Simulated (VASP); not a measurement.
# Rb, electron localisation function: which settings are enough?

Rb, Im-3m (no. 229), 1 atom in the cell. PBE, electron localisation function; PAW potentials Rb_sv (PBE set). VASP 6.6.1.

Wanted: ELF midway between neighbours within 0.01; largest ELF farther than 0.7 Å from a nucleus within 0.02.

ELF midway between neighbours: taken midway between the nearest atoms of each pair of elements, bonded or not: Rb-Rb (4.85 Å). Largest ELF farther than 0.7 Å from a nucleus: the largest value farther than 0.7 Å from every nucleus, which can lie in a semicore shell.

POSCAR:
```
Rb
1.0
   -2.8025000000      2.8025000000      2.8025000000
    2.8025000000     -2.8025000000      2.8025000000
    2.8025000000      2.8025000000     -2.8025000000
Rb
1
Direct
    0.0000000000      0.0000000000      0.0000000000
```

The series start from Cutoff ENCUT (eV): 500; k mesh: 5 × 5 × 5; PREC: Accurate; SCF threshold EDIFF (eV): 1e-6; LREAL: no. Each series keeps the choices made before it, and each single choice may use up half of a tolerance.

## Cutoff ENCUT (eV)

| Cutoff ENCUT (eV) | ELF midway between neighbours, largest deviation | Largest ELF farther than 0.7 Å from a nucleus | SCF iterations | Time (s) |
|---|---|---|---|---|
| 250 | 0.016 | 0.863 | 11 | 2.3 |
| 300 | 0.004 | 0.863 | 10 | 2.2 |
| 350 | 0.004 | 0.863 | 10 | 2.3 |
| 400 | 0.005 | 0.864 | 10 | 2.4 |
| 500 | 0.001 | 0.863 | 10 | 2.7 |
| 600 | 0.002 | 0.863 | 10 | 3.9 |
| 750 (reference) | 0.000 | 0.863 | 10 | 6.0 |

Chosen: 300, the loosest value from which every tighter one stays within half of the tolerance.

## k mesh

| k mesh | ELF midway between neighbours, largest deviation | Largest ELF farther than 0.7 Å from a nucleus | SCF iterations | Time (s) |
|---|---|---|---|---|
| 2 × 2 × 2 | 0.000 | 0.860 | 9 | 1.5 |
| 3 × 3 × 3 | 0.010 | 0.863 | 11 | 1.7 |
| 4 × 4 × 4 | 0.006 | 0.863 | 10 | 1.7 |
| 5 × 5 × 5 | 0.001 | 0.863 | 10 | 2.2 |
| 6 × 6 × 6 | 0.000 | 0.863 | 10 | 2.3 |
| 8 × 8 × 8 | 0.002 | 0.863 | 10 | 3.4 |
| 10 × 10 × 10 (reference) | 0.000 | 0.863 | 10 | 4.7 |

Chosen: 5 × 5 × 5.

## PREC

| PREC | ELF midway between neighbours, largest deviation | Largest ELF farther than 0.7 Å from a nucleus | SCF iterations | Time (s) |
|---|---|---|---|---|
| Normal | 0.000 | 0.863 | 10 | 1.7 |
| Accurate (reference) | 0.000 | 0.863 | 10 | 2.2 |

Chosen: Normal.

## SCF threshold EDIFF (eV)

| SCF threshold EDIFF (eV) | ELF midway between neighbours, largest deviation | Largest ELF farther than 0.7 Å from a nucleus | SCF iterations | Time (s) |
|---|---|---|---|---|
| 0.001 | 0.000 | 0.863 | 6 | 1.1 |
| 0.0001 | 0.000 | 0.863 | 9 | 1.5 |
| 1e-5 | 0.000 | 0.863 | 9 | 1.5 |
| 1e-6 | 0.000 | 0.863 | 10 | 1.7 |
| 1e-7 (reference) | 0.000 | 0.863 | 11 | 1.7 |

Chosen: 0.001.

## LREAL

| LREAL | ELF midway between neighbours, largest deviation | Largest ELF farther than 0.7 Å from a nucleus | SCF iterations | Time (s) |
|---|---|---|---|---|
| no | 0.000 | 0.863 | 6 | 1.1 |
| Auto | 0.000 | 0.863 | 6 | 1.3 |

Chosen: no; no other choice that stays within half of the tolerance saves 30 % of the time.

## All choices together

| Input | ELF midway between neighbours, largest deviation | Largest ELF farther than 0.7 Å from a nucleus | Time (s) |
|---|---|---|---|
| program defaults, k points 0.5 per Å apart (naive) | 0.017 | 0.936 | 0.8 |
| chosen settings | 0.005 | 0.863 | 1.1 |
| reference settings throughout | 0.000 | 0.863 | 18 |

The tolerance is met.

Values of the reference run: ELF midway between neighbours: 0.1493.

## The input

INCAR:
```
PREC     = Normal         # precision mode
ENCUT    = 300            # plane-wave cutoff, eV
EDIFF    = 0.001          # SCF threshold, eV
ISMEAR   = 0              # smearing method
SIGMA    = 0.05           # smearing width, eV
LASPH    = T              # aspherical terms in the spheres
LREAL    = F              # projectors in reciprocal space
ALGO     = Normal         # electronic algorithm
NELM     = 120            # most SCF steps
LWAVE    = F              # write WAVECAR
LCHARG   = F              # write CHGCAR
NBANDS   = 10             # bands
GGA      = PE             # functional
LELF     = T              # ELF
NPAR     = 1             
```

KPOINTS:
```
Automatic mesh
0
Gamma
  5 5 5
  0 0 0
```

Commands:
```
cat potpaw_PBE.64/Rb_sv/POTCAR > POTCAR
mpirun -np 2 vasp_std > vasp.out
```

The chosen input took VASP 6.6.1 1.1 s on 2 cores (AMD EPYC 9R45 (Zen 5)), a shared host.
